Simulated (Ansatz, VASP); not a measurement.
One calculation of Bi, two programs

File INCAR:

```
PREC = Accurate
ENCUT = 600
EDIFF = 1E-6
ISMEAR = -1
SIGMA = 0.05
LREAL = F
LASPH = T
NELM = 80
ALGO = Normal
ISIF = 3
LWAVE = F
LCHARG = F
GGA = PS
IBRION = 2
NSW = 80
EDIFFG = -0.005
```

File KPOINTS:

```
Automatic mesh
0
Gamma
  9 9 9
```

Contents of POSCAR:

```
Bi
1.0
   -1.9814305318      1.9814305318      1.9814305318
    1.9814305318     -1.9814305318      1.9814305318
    1.9814305318      1.9814305318     -1.9814305318
Bi
1
Direct
    0.0000000000      0.0000000000      0.0000000000
```

Contents of input.yaml:

```yaml
crystal:
  lattice:
    - [-1.9814305318, 1.9814305318, 1.9814305318]
    - [1.9814305318, -1.9814305318, 1.9814305318]
    - [1.9814305318, 1.9814305318, -1.9814305318]
  atoms:
    - { symbol: Bi, position: [0.0, 0.0, 0.0] }
kpoints:
  mp_grid: { grid: [9, 9, 9] }
scf:
  occupations: { method: fermi_dirac, width: 0.05 }
hamiltonian:
  xc: pbesol
  pseudopotentials: { kind: all_electron, lapw: { basis_error: 0.001 } }
output:
  forces: true
  stress: true
relax:
  f_tol: 0.005
  max_steps: 60
  cell: {}
```

This isn't the form of Bi at room conditions, which is rhombohedral.

Alike in both runs: task relaxation of cell and atoms; functional PBEsol; k mesh 9 × 9 × 9; occupations fermi-dirac, width 0.05 eV; no spin polarisation.

```csv
,VASP,Ansatz
version,VASP 6.6.1,Ansatz 0.2.0
potentials or method,"VASP PAW PBE potentials, release 64 (Bi_d)","all-electron LAPW, scalar-relativistic"
plane-wave cutoff (eV),600,see its input
```

Ansatz gave:

```
relaxed volume (Å³/atom)                                     : 30.07
relaxed cell length with the largest relative difference (Å) : 3.393
energy change over the relaxation (meV/atom)                 : -7
```

Problem. What did VASP give for the same quantities?

Solution. Relaxed volume (Å³/atom): 30.04; relaxed cell length with the largest relative difference (Å): 3.392; energy change over the relaxation (meV/atom): -7.

Ansatz ran all-electron here, so the differences hold the error of VASP's frozen core and of both bases.

Caveats: the PAW data sets were made with another functional, which shifts forces and pressure a little (VASP).
